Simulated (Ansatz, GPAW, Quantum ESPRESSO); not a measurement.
Sn: programs and potentials compared

```
CELL_PARAMETERS angstrom
-1.89465 1.89465 1.89465
1.89465 -1.89465 1.89465
1.89465 1.89465 -1.89465
ATOMIC_POSITIONS crystal
Sn 0.00000 0.00000 0.00000
```

This isn't the form of Sn at room conditions, which is tetragonal (white tin).

Alike in all runs: task band structure; functional PBEsol; k mesh 10 × 10 × 10; occupations fermi-dirac, width 0.05 eV; no spin polarisation; no spin-orbit coupling. Pressure is positive in compression and, in plane waves, holds the error of the finite cutoff, which Ansatz's Pulay term estimates and takes out.

| program and potentials | plane-wave cutoff (eV) | notes | pressure (GPa) |
| --- | --- | --- | --- |
| Ansatz, all-electron LAPW, scalar-relativistic | - | - | -2.17 |
| Quantum ESPRESSO, GBRV 1.5 PBEsol | 925 | - | -2.41 |
| GPAW, PAW data sets generated for this functional | 600 | - | -2.41 |
| Ansatz, PAW datasets made for the crystal | 240 | - | -2.18 |

The pressure spans -2.41 (GPAW, PAW data sets generated for this functional) to -2.17 GPa (Ansatz, all-electron LAPW, scalar-relativistic), with all-electron results at -2.17.

The functional is the same throughout but for its coding, so the spread measures potentials, basis and numerics; runs on potential files found faulty are left out.
